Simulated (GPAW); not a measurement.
**Equation of state of CsPbBr3 under LDA**

Space group Pm-3m (No. 221). a = 5.870 Å, b = 5.870 Å, c = 5.870 Å, α = 90.00°, β = 90.00°, γ = 90.00°
```csv
atom,site,symmetry,x,y,z
Pb,1b,m-3m,0.5000,0.5000,0.5000
Cs,1a,m-3m,0.0000,0.0000,0.0000
Br,3c,4/mm.m,0.5000,0.5000,0.0000
```

Measurements of this composition are mostly on another form, of space group No. 62.

The cell was scaled at fixed shape and fractions and run with GPAW, the program's PAW data sets (release 1.2.1) made for this functional, cutoff 600 eV; LDA, k mesh 5 × 5 × 5 on the cell of 5 atoms, fermi-dirac occupations of 0.05 eV, no spin polarisation, no spin-orbit coupling. Energies are those that the program minimises, any entropy of the smearing included.

| V (Å³/atom) | energy over the lowest row (meV/atom) |
| --- | --- |
| 38.0253 | 0.00 |
| 38.8343 | 0.60 |
| 39.6434 | ? |
| 40.4524 | 8.97 |
| 41.2614 | 16.20 |
| 42.0705 | 25.15 |
| 42.8795 | 35.61 |

Task: Fit the third-order Birch-Murnaghan form, give V0, B0 and B′, and predict the energy left open.

Result: With y = (V0/V)^(2/3), E = E0 + (9 V0 B0/16) [(y - 1)³ B′ + (y - 1)² (6 - 4y)]. Least squares through the rows shown give V0 = 38.2451 Å³/atom, E0 = -0.10 meV, B0 = 25.45 GPa (1 eV/Å³ = 160.218 GPa) and B′ = 4.83, with a largest miss of 0.01 meV. At V = 39.6434 the form with these constants gives 3.69 meV; the run gave 3.69 meV an atom.
